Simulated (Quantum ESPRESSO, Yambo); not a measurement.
# A GW chain in Yambo: KCl (Sylvite), part 2 of 2

Wanted: ground state, empty states, screening and self-energy for KCl (Sylvite).

Quantum ESPRESSO 7.5 and Yambo 5.3.0; PBE and many-body steps on it, plane waves. Known limits of the many-body steps: not at the basis limit.

So far. Step 2 (Ground state): The gap is direct, at Γ. Step 3 (Bands along the symmetry lines): The gap is 5.190 eV, as in the run before at this level.

### 4. Empty states on the mesh, 4×4×4 mesh, 267 bands

Level of this step: DFT, PBE, plane waves, norm-conserving pseudopotentials (Quantum ESPRESSO).

The sums over transitions need many empty states on a uniform mesh; this step solves for them.

pw.in

```
&control
  calculation = 'nscf'
  prefix = 'x'
  outdir = 'o'
  pseudo_dir = 'pseudo'
/
&system
  ibrav = 0
  nat = 2
  ntyp = 2
  ecutwfc = 66.0
  nbnd = 267
  force_symmorphic = .true.
/
&electrons
  conv_thr = 1e-9
  electron_maxstep = 80
  diago_full_acc = .true.
  diago_thr_init = 5e-6
/
ATOMIC_SPECIES
  K 39.098 K.upf
  Cl 35.45 Cl.upf
CELL_PARAMETERS angstrom
  -0.0000000000 3.1464700000 3.1464700000
  3.1464700000 0.0000000000 3.1464700000
  3.1464700000 3.1464700000 -0.0000000000
ATOMIC_POSITIONS crystal
  K 0.0000000000 0.0000000000 0.0000000000
  Cl 0.5000000000 0.5000000000 0.5000000000
K_POINTS automatic
  4 4 4 0 0 0
```

The run is started by

```console
$ OMP_NUM_THREADS=1 mpirun -n 4 pw.x -nk 4 -in pw.in > pw.out
```

What it wrote:

```text
[banner, memory and clock lines left out]
Program PWSCF v.7.5 starts

     Atomic positions and unit cell read from directory:
     o/x.save/

     Message from routine setup:
     using ibrav=0 with symmetry is DISCOURAGED, use correct ibrav instead

     G-vector sticks info

     bravais-lattice index     =            0
     lattice parameter (alat)  =       8.4089  a.u.
     unit-cell volume          =     420.4336 (a.u.)^3
     number of atoms/cell      =            2
     number of atomic types    =            2
     number of electrons       =        16.00
     number of Kohn-Sham states=          267
     kinetic-energy cutoff     =      66.0000  Ry
     charge density cutoff     =     264.0000  Ry
     Exchange-correlation= PBE
                           (   1   4   3   4   0   0   0)

     celldm(1)=   8.408867  celldm(2)=   0.000000  celldm(3)=   0.000000
     celldm(4)=   0.000000  celldm(5)=   0.000000  celldm(6)=   0.000000

     crystal axes: (cart. coord. in units of alat)
               a(1) = (  -0.000000   0.707107   0.707107 )
               a(2) = (   0.707107   0.000000   0.707107 )
               a(3) = (   0.707107   0.707107  -0.000000 )

     reciprocal axes: (cart. coord. in units 2 pi/alat)
               b(1) = ( -0.707107  0.707107  0.707107 )
               b(2) = (  0.707107 -0.707107  0.707107 )
               b(3) = (  0.707107  0.707107 -0.707107 )
     Pseudo is Norm-conserving + core correction, Zval =  9.0
     Generated using ONCVPSP code by D. R. Hamann
     Using radial grid of 2222 points,  6 beta functions with:
     Pseudo is Norm-conserving + core correction, Zval =  7.0
     Generated using ONCVPSP code by D. R. Hamann
     Using radial grid of 1028 points,  6 beta functions with:
     K                 9.00    39.09800     K ( 1.00)
     Cl                7.00    35.45000     Cl( 1.00)

     48 Sym. Ops., with inversion, found

   Cartesian axes

     site n.     atom                  positions (alat units)
         1        K      tau(   1) = (   0.0000000   0.0000000   0.0000000  )
         2        Cl     tau(   2) = (   0.7071068   0.7071068   0.7071068  )

     number of k points=     8
                       cart. coord. in units 2pi/alat
        k(    1) = (   0.0000000   0.0000000   0.0000000), wk =   0.0312500
        k(    2) = (   0.1767767   0.1767767  -0.1767767), wk =   0.2500000
        k(    3) = (  -0.3535534  -0.3535534   0.3535534), wk =   0.1250000
[...]
k(    7) = (  -0.7071068   0.0000000   0.0000000), wk =   0.0937500
        k(    8) = (  -0.7071068   0.3535534   0.0000000), wk =   0.1875000

     Dense  grid:    30467 G-vectors     FFT dimensions: (  45,  45,  45)

     The potential is recalculated from file :
     o/x.save/charge-density

     Starting wfcs are    9 randomized atomic wfcs +  258 random wfcs

     Band Structure Calculation

     End of band structure calculation

          k = 0.0000 0.0000 0.0000 (  3839 PWs)   bands (ev):

   -26.2911 -11.2133  -9.7514  -9.7514  -9.7514   0.9045   0.9045   0.9045
     6.0941   9.2710   9.2710   9.2710  10.1289  10.1289  13.8753  16.8967
    16.8967  16.8967  18.8618  18.8618  18.8618  19.1841  19.1841  22.6007
[...]
[... 22 further rows ...]
[...]
143.3822 143.3822 143.3822

          k = 0.1768 0.1768-0.1768 (  3807 PWs)   bands (ev):

[...]
[... 22 further rows ...]
[...]
143.9071 144.2263 144.2263

          k =-0.3536-0.3536 0.3536 (  3798 PWs)   bands (ev):

[...]
55.3085  56.2237  56.2237  56.2615  60.4230  60.4230  60.9455  60.9455
     [... 22 further rows ...]
   142.7293 142.9377 143.4838 143.4838 143.6388 143.6865 144.3173 144.3173
   144.4148 144.4148 144.4679

          k = 0.3536 0.0000 0.0000 (  3831 PWs)   bands (ev):

     [... further k-points ...]

     highest occupied, lowest unoccupied level (ev):     0.9045    6.0941

     XML data file, pseudopotentials, collected wavefunctions
```

Run time: 27 s. Hardware: 4 MPI ranks of Arm Neoverse V1, shared host; peak memory 0.56 GiB; 1.8 min of CPU time.

This step gave:

```
gap                                                           : 5.190 eV
k of the valence top                                          : 0, 0, 0
k of the conduction bottom                                    : 0, 0, 0
least direct gap                                              : 5.190 eV
k points computed                                             : 8
lowest point of the top converged band, above the valence top : 142.4777 eV
```

On this mesh the gap is 5.190 eV.

### 5. Conversion and set-up

This step: Yambo 5.3.0; conversion and set-up on PBE, plane waves, norm-conserving pseudopotentials.

The states are converted to the many-body program's format and the q mesh is built.

The run is started by

```console
$ (cd o/x.save; p2y > p2y.log; mv SAVE ../..); yambo > setup.log
```

What it wrote:

```text
 Yambo, version 5.3.0

 [02] CORE Variables Setup
 =========================

  [02.01] Unit cells
  ==================

  Cell kind             :  FCC
  Atoms in the cell     :  K  Cl
  number of K  atoms    :  1
  number of Cl atoms    :  1

  List of atomic masses
  Mass of K     :  39.09800
  Mass of Cl    :  35.45000

  List of atomic coordinates    : [cc]
  K1       :  0.000000  0.000000  0.000000  order 1
  Cl1       :  5.945967  5.945967  5.945967  order 2

  Alat factors          :  5.945967  5.945967  5.945967 [a.u.]
  Direct lattice volume :  420.4336 [a.u.]
  Direct lattice vectors:  A[ 1 ]  A[ 2 ]  A[ 3 ]
   A[ 1 ]: -0.000000  1.000000  1.000000  [iru]
  -0.000000  5.945967  5.945967  [cc]
   A[ 2 ]:  1.000000  0.000000  1.000000  [iru]
   5.945967  0.000000  5.945967  [cc]
   A[ 3 ]:  1.000000  1.000000 -0.000000  [iru]
   5.945967  5.945967 -0.000000  [cc]

  Recip. lattice volume :  0.589987 [a.u.]
  Recip. lattice vectors:  B[ 1 ]  B[ 2 ]  B[ 3 ]
   B[ 1 ]: -0.500000  0.500000  0.500000  [iku]
  -0.528357  0.528357  0.528357  [cc]
   B[ 2 ]:  0.500000 -0.500000  0.500000  [iku]
   0.528357 -0.528357  0.528357  [cc]
   B[ 3 ]:  0.500000  0.500000 -0.500000  [iku]
   0.528357  0.528357 -0.528357  [cc]

  [02.02] Symmetries
  ==================

  Inversion symmetry    : yes
  Spatial inversion     : yes
  Inversion index       :  25
  K-space Time-reversal : no
  Magnetic symmetries   : no
  Group table correct   : yes
  Symmetries units      :  [cc]

   [S  1]:   1.0000      0.31277E-16  0.31277E-16  0.31277E-16   1.0000     -0.31277E-16 -0.31277E-16 -0.31277E-16   1.0000
   [S  2]:  -1.0000     -0.31277E-16  0.31277E-16 -0.31277E-16  -1.0000     -0.31277E-16  0.31277E-16  0.31277E-16   1.0000
   [S  3]:  -1.0000      0.31277E-16 -0.31277E-16 -0.31277E-16   1.0000      0.31277E-16  0.31277E-16 -0.31277E-16  -1.0000
[...]
[... 36 further rows ...]
   [S 47]:  0.31277E-16   1.0000     -0.31277E-16 -0.31277E-16  0.31277E-16  -1.0000       1.0000     -0.31277E-16  0.31277E-16
   [S 48]:  0.31277E-16  -1.0000      0.31277E-16 -0.31277E-16 -0.31277E-16   1.0000       1.0000      0.31277E-16 -0.31277E-16

  [02.03] Reciprocal space
  ========================

  nG shells         :   318
  nG charge         :  30467
  nG WFs            :   4637
  nC WFs            :   3839
  G-vecs. in first 31 shells:  [ Number ]
     1    9   15   27   51   59   65   89  113
    137   169   181   229   259   283   307   331   339
    387   411   459   531   537   561   609   645   701
    725   749   821   869
  ...
  Shell energy in first 31 shells:  [ mHa ]
    0.00000      418.742      558.322      1116.64      1535.39      1674.97      2233.29      2652.03      2791.61
    3349.93      3768.67      4466.58      4885.32      5024.90      5583.22      6001.96      6141.54      6699.87
[...]
BZ  K-points                                      :   64

  K/Q-points units:
  rlu = crystal or reduced units; cc = cartesian coordinates; iku = interal k-units

  K [1]          [rlu]:  0.000000  0.000000  0.000000
         WF components:   3839
  K [2]          [rlu]: -0.15791E-17 -0.15791E-17  0.25000
         WF components:   3807
  K [3]          [rlu]:  0.17883E-18  0.17883E-18 -0.50000
         WF components:   3798
  K [4]          [rlu]: -0.51284E-17  0.25000      0.25000
         WF components:   3831
  K [5]          [rlu]: -0.23018E-16  0.25000     -0.50000
         WF components:   3822
  [... 2 further k-points ...]
  K [8]          [rlu]:  0.250000 -0.500000 -0.250000
         WF components:   3828

  [02.05] Energies & Occupations
  ==============================

  [X] === General ===
  [X] Electronic Temperature                        :  0.000000  0.000000 [eV K]
  [X] Bosonic    Temperature                        :  0.000000  0.000000 [eV K]
  [X] Finite Temperature mode                       : no
  [X] El. density                                   :  0.25681E+24 [cm-3]
  [X] Fermi Level                                   :  0.904510 [eV]

  [X] === Gaps and Widths ===
  [X] Conduction Band Min                           :  5.189547 [eV]
  [X] Valence Band Max                              :  0.000000 [eV]
  [X] Filled Bands                                  :   8
  [X] Empty Bands                                   :    9  267
  [X] Direct Gap                                    :  5.189547 [eV]
  [X] Direct Gap localized at k                     :  1
  [X] Indirect Gap                                  :  5.189547 [eV]
  [X] Indirect Gap between kpts                     :  1  1
  [X] Last valence band width                       :  0.471834 [eV]
  [X] 1st conduction band width                     :  2.840959 [eV]

  E @ K [1]:  [eV]
   -27.196      -12.118      -10.656      -10.656      -10.656     -0.10938E-10 -0.61469E-11   0.0000
    5.18955   8.36653   8.36653   8.36653   9.22443   9.22443  12.97082  15.99214
  occ @ K [1]
   2.000000  2.000000  2.000000  2.000000  2.000000  2.000000  2.000000  2.000000
[...]
E @ K [2]:  [eV]
[...]
occ @ K [2]
[...]
E @ K [3]:  [eV]
[...]
occ @ K [3]
[...]
E @ K [4]:  [eV]
[...]
occ @ K [4]
[...]
E @ K [5]:  [eV]
[...]
occ @ K [5]
[...]
[... 2 further k-points ...]
  E @ K [8]:  [eV]
[...]
occ @ K [8]
   2.000000  2.000000  2.000000  2.000000  2.000000  2.000000  2.000000  2.000000
   0.000000  0.000000  0.000000  0.000000  0.000000  0.000000  0.000000  0.000000

 [03] Transferred momenta grid and indexing
 ==========================================

 IBZ Q-points                                      :   8
 BZ  Q-points                                      :   64

 K/Q-points units:
 rlu = crystal or reduced units; cc = cartesian coordinates; iku = interal k-units

 Q [1]          [rlu]:  0.000000  0.000000  0.000000
 Q [2]          [rlu]: -0.15791E-17 -0.15791E-17  0.25000
 Q [3]          [rlu]:  0.17883E-18  0.17883E-18 -0.50000
[...]
Q [7]          [rlu]:  0.10257E-16 -0.50000     -0.50000
 Q [8]          [rlu]:  0.250000 -0.500000 -0.250000

  [03.01] X indexes
  =================

   [03.01.01] Sigma indexes
   ========================

 [06] Game Over & Game summary
```

Run time: 2.7 s. Hardware: 1 MPI rank; peak memory 0.25 GiB.

### 6. Screening and self-energy, 4×4×4 mesh, 267 bands, screening to 210.9 eV

G0W0 replaces the xc potential by the self-energy, built once from these orbitals. Only a window of levels is corrected, while the sums run over the empty bands that the input names.

This step: G0W0 on PBE, plane waves, norm-conserving pseudopotentials.

gw1.in

```
HF_and_locXC
gw0
dyson
ppa
em1d
rim_cut
RandQpts= 1000000
RandGvec= 1 RL
EXXRLvcs= 66 Ry
VXCRLvcs= 264 Ry
Chimod= "HARTREE"
% BndsRnXp
 1 | 267 |
%
NGsBlkXp= 15.5 Ry
% LongDrXp
 1 | 1 | 1 |
%
% GbndRnge
 1 | 267 |
%
DysSolver= "n"
ExtendOut
PPAPntXp= 27.21138 eV
% QPkrange
 1 | 1 | 7 | 10 |
%
```

The run is started by

```console
$ OMP_NUM_THREADS=1 mpirun -n 4 yambo -F gw1.in -J gw1 -C gw1 > gw1.log
```

What it wrote:

```text
 Yambo, version 5.3.0

 [02] CORE Variables Setup
 =========================

  [... cell, symmetries and grids as in the set-up ...]

  [02.05] Energies & Occupations
  ==============================

  [X] === General ===
  [X] Electronic Temperature                        :  0.000000  0.000000 [eV K]
  [X] Bosonic    Temperature                        :  0.000000  0.000000 [eV K]
  [X] Finite Temperature mode                       : no
  [X] El. density                                   :  0.25681E+24 [cm-3]
  [X] Fermi Level                                   :  0.904510 [eV]

  [X] === Gaps and Widths ===
  [X] Conduction Band Min                           :  5.189547 [eV]
  [X] Valence Band Max                              :  0.000000 [eV]
  [X] Filled Bands                                  :   8
  [X] Empty Bands                                   :    9  267
  [X] Direct Gap                                    :  5.189547 [eV]
  [X] Direct Gap localized at k                     :  1
  [X] Indirect Gap                                  :  5.189547 [eV]
  [X] Indirect Gap between kpts                     :  1  1
  [X] Last valence band width                       :  0.471834 [eV]
  [X] 1st conduction band width                     :  2.840959 [eV]

 [03] Transferred momenta grid and indexing
 ==========================================

 IBZ Q-points                                      :   8
 BZ  Q-points                                      :   64

 K/Q-points units:
 rlu = crystal or reduced units; cc = cartesian coordinates; iku = interal k-units

 Q [1]          [rlu]:  0.000000  0.000000  0.000000
 Q [2]          [rlu]: -0.15791E-17 -0.15791E-17  0.25000
 Q [3]          [rlu]:  0.17883E-18  0.17883E-18 -0.50000
 Q [4]          [rlu]: -0.51284E-17  0.25000      0.25000
 Q [5]          [rlu]:  0.14002E-17  0.25000      0.50000
 Q [6]          [rlu]:  0.17883E-18  0.25000     -0.25000
 Q [7]          [rlu]:  0.10257E-16 -0.50000     -0.50000
 Q [8]          [rlu]:  0.250000 -0.500000 -0.250000

 [04] Coloumb potential Random Integration (RIM)
 ===============================================

  [04.01] RIM initialization
  ==========================

  * Diagonal components only detected *

  8 x (sBL volume)        :  0.073748 [a.u.]
  sBZ random points       :  1000000
  Points outside the sBZ  :   7999624
  RL volume               :  0.589987 [a.u.]
  Integrated volume       :  0.590014 [a.u.]

  [04.02] RIM integrals
  =====================

  Gamma point sphere radius             :  0.076068 [a.u.]
  Points outside the sphere             :   799635
  [Int_sBZ(q=0) 1/q^2]*(Vol_sBZ)^(-1/3) =:  7.763403
                                 should be <:  7.795600

  Summary of Coulomb integrals for non-metallic bands |Q|[au] RIM/Bare

  Q [1] 0.100000E-4 0.995870 * Q [2] 0.228785 1.064252
  Q [4] 0.264178 1.063621 * Q [6] 0.373605 1.026387
  Q [5] 0.438090 1.018937 * Q [3] 0.457571 1.016899
  Q [7] 0.528357 1.013120 * Q [8] 0.590721 1.010043

 [05] Dipoles
 ============

  [05.01] Setup: observables and procedures
  =========================================

 [06] Dynamic Dielectric Matrix (PPA)
 ====================================

 [WR./gw1//ndb.pp]---------------------------------------------------------------
  Brillouin Zone Q/K grids (IBZ/BZ)                :    8   64    8   64
  RL vectors                                       :   4645 [WF]
  Coulomb cutoff potential                         : none
  Electronic Temperature                           :  0.000000 [K]
  Bosonic    Temperature                           :  0.000000 [K]
  PPA    diel. fun.  energies                      : Perdew, Burke & Ernzerhof(X)+Perdew, Burke & Ernzerhof(C)
  wavefunctions                                    : Perdew, Burke & Ernzerhof(X)+Perdew, Burke & Ernzerhof(C)
  Global Gauge                                     : length
  X matrix size                                    :   531
  X band range                                     :    1  267
  X e/h energy range                               : -1.000000 -1.000000 [eV]
  X Time ordering                                  : R
  X Hxc Kernel                                     : HARTREE
  X Drude frequency                                :  0.000000  0.000000
  X poles                                          :  100.0000 [o/o]
  RL vectors in the sum                            :   4645
  [r,Vnl] included                                 : yes
  Field direction                                  :  0.577350E-5  0.577350E-5  0.577350E-5
  BZ energy Double Grid                            : no
  BZ energy DbGd points                            : 0
  BZ Q point size factor                           : -1.000000
  X Optical Averaged directions                    : none

 [07] Local Exchange-Correlation + Non-Local Fock
 ================================================

 [VXC] Plane waves :  30467
 [EXS] Plane waves :   3943

 QP @ state[ 1 ] K range:  1  1
 QP @ state[ 1 ] b range:   7  10

 [xc] Functional : Perdew, Burke & Ernzerhof(X)+Perdew, Burke & Ernzerhof(C)
 [xc] LIBXC used to calculate xc functional
  PP Number of Atomic Species                      :  2
  NLCC RL compoments                               :  30467
  PP Number of Atomic Species                      :  2
  NLCC RL compoments                               :  30467

 [xc] E_xc :  -7.315493 [Ha]
      E_xc :  -14.63099 [Ry]

  Local XC kind (lXC) : Perdew, Burke & Ernzerhof(X)+Perdew, Burke & Ernzerhof(C)
  Non-Local XC kind (nlXC) : Hartree-Fock

  Corrections @ K [1] :  [eV]
 <7|nlXC|7> = -18.61773 -0.10809E-16 <7|lXC|7> = -14.14755  0.000000
 <8|nlXC|8> = -18.61776 -0.32078E-17 <8|lXC|8> = -14.14755  0.000000
 <9|nlXC|9> = -3.270664 -0.11512E-17 <9|lXC|9> = -6.954806 -0.56645E-15
 <10|nlXC|10> = -4.064455  0.15863E-17 <10|lXC|10> = -8.956462  0.94408E-16

 [08] Dyson equation: Newton solver
 ==================================

  [08.01] G0W0 (W PPA)
  ====================

  [  GW  ] Bands range     :    1  267
  [GW/PPA] G damping       :  0.100000 [eV]

  QP @ state[ 1 ] K range:  1  1
  QP @ state[ 1 ] b range:   7  10

   Sc/G bands                                       :    1  267
   Sc/G damping                                     :  0.100000 ev
   Sc bands terminator                              : no
   Sx RL components                                 :   3943

   QP @ state[ 1 ] K range                          :  1  1
   QP @ state[ 1 ] b range                          :   7  10
   GF energies kind                                 : Perdew, Burke & Ernzerhof(X)+Perdew, Burke & Ernzerhof(C)
   GF WF`s kind                                     : Perdew, Burke & Ernzerhof(X)+Perdew, Burke & Ernzerhof(C)
   Xs energies kind                                 : Perdew, Burke & Ernzerhof(X)+Perdew, Burke & Ernzerhof(C)
   Xs WF`s kind                                     : Perdew, Burke & Ernzerhof(X)+Perdew, Burke & Ernzerhof(C)

 [11] Game Over & Game summary
```

Elapsed: 5.4 min, on 4 MPI ranks; peak memory 2 GiB; 22 min of CPU time.

This step gave:

```
G0W0 gap on the points computed              : 8.173 eV
starting gap on the mesh                     : 5.190 eV
k of the valence top                         : 0, 0, 0
k of the conduction bottom                   : 0, 0, 0
least direct G0W0 gap on the computed points : 8.173 eV
Z at the valence top                         : 0.8157
Z at the conduction bottom                   : 0.8786
```

The gap on the mesh goes from 5.19 eV to 8.17 eV, a correction of +2.98 eV.

Limits: finite bands, cutoff and mesh. v1 is the top filled band, c1 the lowest empty one. The levels before and after the correction (eV, zero at the valence-band top of each column):

|  | conduction bottom | valence top |
| --- | --- | --- |
| Kohn-Sham | 5.19 | 0.00 |
| G0W0 | 8.17 | 0.00 |

|  | level | energy (eV) |
| --- | --- | --- |
| Kohn-Sham | Γ v2-v1 | 0.000 |
| Kohn-Sham | Γ c1 | 5.190 |
| Kohn-Sham | Γ c2 | 8.367 |
| G0W0 | Γ v2-v1 | 0.000 |
| G0W0 | Γ c1 | 8.173 |
| G0W0 | Γ c2 | 12.284 |

### 7. Where the time went

Times are wall times on the hardware named with each run, good to a factor of about two.

| step | time | share | memory (GiB) |
| --- | --- | --- | --- |
| ground state | 5.4 s | 1 % | 0.25 |
| bands along the symmetry lines | 6.8 s | 2 % | 0.22 |
| empty states on the mesh | 27 s | 7 % | 0.56 |
| conversion and set-up | 2.7 s | 1 % | 0.25 |
| screening and self-energy | 5.4 min | 89 % | 2.0 |

### 8. Results

| Quantity | Value |
| --- | --- |
| PBE gap | 5.19 eV, direct |
| G0W0 gap on the mesh | 8.17 eV |
| GW settings | 4×4×4 mesh, 267 bands, screening to 210.9 eV, Godby-Needs plasmon pole |
| known limits | not at the basis limit |

In words: G0W0 moves the gap on the mesh from 5.19 eV to 8.17 eV (+2.98 eV), with Z of 0.82 and 0.88 at the edges. Only 1 of the mesh's irreducible points was corrected, so a valley elsewhere could overtake. The dearest step here is «screening and self-energy». Bands and cutoff are finite, so the gap is not at the basis limit. The miss can reach some tenths of an eV and take either sign; the mesh is an error of its own. In the G0W0 run levels were corrected at 1 k point alone, so a gap called «on the mesh» is the least over those, and an edge elsewhere would be missed.

[Paths, hosts, dates, memory and timing lines, banners, echoed tables and standing remarks are left out of the program output.]

[Logs are printed without paths, hosts, clocks, repeated set-up lines and the standing remarks that a program may print on its own settings, such as how far it seeks lower states.]

[Runs of the session that timed out or met a known fault of the program may be left out.]

[Hosts, paths, dates, database ids (printed as entryN), source tags and the programs' standing remarks are cut or masked in the printed files.]
